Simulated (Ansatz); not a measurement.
# Tc (P6_3/mmc): other levels of theory at one geometry

How much do the gap and the pressure of Tc (P6_3/mmc) depend on spin–orbit coupling? The run doesn't test whether this is the element's stable form.

Method: DFT at several levels, plane waves, PAW, in Ansatz 0.2.0.

### Step 1. Starting point

The structure is hexagonal, space group P6_3/mmc (No. 194). Conventional cell: a = 2.752 Å, b = 2.752 Å, c = 4.401 Å, α = 90.00°, β = 90.00°, γ = 120.00°. Tc (site symmetry -6m2) has 12 Tc at 2.71 to 2.75 Å as nearest neighbours.

As a file:

```
CELL_PARAMETERS angstrom
2.75205 0.00000 0.00000
-1.37602 2.38334 0.00000
0.00000 0.00000 4.40074
ATOMIC_POSITIONS crystal
Tc 0.33333 0.66667 0.25000
Tc 0.66667 0.33333 0.75000
```

An earlier run at PBE left this cell at 14.432 Å³/atom and -0.01 GPa (18×18×10 mesh), metallic.

Levels to run: PBE+SOC. Hardware: 1 thread of Arm Neoverse N1, shared host.

### Step 2. PBE+SOC

input.yaml

```yaml
crystal:
  lattice:
    - [2.7520485008, 0.0, 0.0]
    - [-1.3760242504, 2.3833439142, 0.0]
    - [0.0, 0.0, 4.4007408715]
  atoms:
    - { symbol: Tc, position: [0.3333333333, 0.6666666667, 0.25] }
    - { symbol: Tc, position: [0.6666666667, 0.3333333333, 0.75] }
basis:
  ecutwfc: 600
  ecutrho_ratio: 5
kpoints:
  mp_grid: { grid: [18, 18, 10] }
hamiltonian:
  xc: pbe
scf:
  occupations: { method: gaussian, width: 0.05 }
output:
  forces: true
  stress: true
  eigenvalues: true
  populations: true
  dos: { projected: true, de: 0.02 }
magnetization:
  noncollinear: true
  spin_orbit: true
```

Launch:

```sh
ansatz run input.yaml --threads 1 --pin off --max-ram 2560MiB --backend cpu --events-out ev --progress --plain --runs-dir out
```

Before running it: what results should come out? Wanted: for each run, pressure.

**Answer**, as computed:

| level | mesh | gap on the mesh (eV) | pressure (GPa) | time |
| --- | --- | --- | --- | --- |
| PBE | 18×18×10 | metal | 0.0 | 88 s* |
| PBE+SOC | 18×18×10 | metal | 0.1 | 2.4 min* |

Times are on 1 thread of Arm Neoverse N1, shared host. * Includes bands or densities of states.

The pressure runs from 0.0 GPa (PBE) to 0.1 GPa (PBE+SOC); a negative pressure means that level wants a smaller cell, a positive one a larger cell. Every level gives a metal. Total energies of different levels have different zeros and can't be compared.
